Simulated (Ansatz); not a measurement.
Runs of Ansatz 0.2.0 on PbSe. Symmetry: Pm-3m, No. 221, cubic system. Conventional cell: a = 3.784 Å, b = 3.784 Å, c = 3.784 Å, α = 90.00°, β = 90.00°, γ = 90.00°. Around Pb (site symmetry m-3m) lie 8 Se at 3.28 Å. Around Se (site symmetry m-3m) lie 8 Pb at 3.28 Å. Measurements of this composition are mostly on another form, of space group No. 225.

```tsv
task	level	spin	cell	k mesh	cutoff (eV)	smearing	points for each segment of the path	gap on the mesh (eV)	pressure (GPa)	relaxed volume (Å³/atom)
band structure	BLYP	off	as given	7 × 7 × 7	420	fermi-dirac 0.05 eV	14	none	3.9	-
single point	PBE	off	as given	7 × 7 × 7	420	gaussian 0.02 eV	-	none	-0.2	-
relaxation of cell and atoms	PBE+D4	off	relaxed	7 × 7 × 7	420	fermi-dirac 0.05 eV	-	none	0.0	25.84
relaxation of cell and atoms	BLYP	off	relaxed	7 × 7 × 7	420	fermi-dirac 0.05 eV	-	-	0.0	(b)
single point	PBE	off	as given	7 × 7 × 7	420	gaussian 0.014 eV	-	none	-0.2	-
band structure	r2SCAN	SOC, no magnetisation	as given	5 × 5 × 5	500	fermi-dirac 0.05 eV	14	none	-1.2	-
single point	PBE	off	as given	7 × 7 × 7	420	gaussian 0.016 eV	-	none	-0.2	-
single point	PBE	off	as given	7 × 7 × 7	420	gaussian 0.017 eV	-	none	-0.2	-
single point	PBE	off	as given	7 × 7 × 7	420	gaussian 0.015 eV	-	none	-0.2	-
relaxation of cell and atoms	revPBE	off	relaxed	7 × 7 × 7	420	fermi-dirac 0.05 eV	-	none	0.0	(a)
single point	PBE	off	as given	7 × 7 × 7	420	gaussian 0.026 eV	-	none	-0.2	-
single point	PBE	off	as given	7 × 7 × 7	420	gaussian 0.027 eV	-	none	-0.2	-
```

Alike in all rows: potentials or basis Ansatz PAW.

Problem. Fill in the values left out.

Solution. (a) 27.81; (b) 29.41.

Caveats: the PAW data sets come from PBE, with cores solved anew for the run's functional, which leaves a small shift of forces and pressure (some runs); the plane-wave basis is chosen anew once the cell has moved, so the energies of steps on either side of that aren't comparable (some runs); spin-orbit coupling is left out, which moves the levels of the heavy elements (some runs); pairwise dispersion overbinds metals, which lowers pressure and volume (some runs).

A k mesh can miss the band edges, and rows without SOC leave out spin-orbit coupling on Pb, Se.

A gap of «none» marks a metal or a gap under the smearing width.
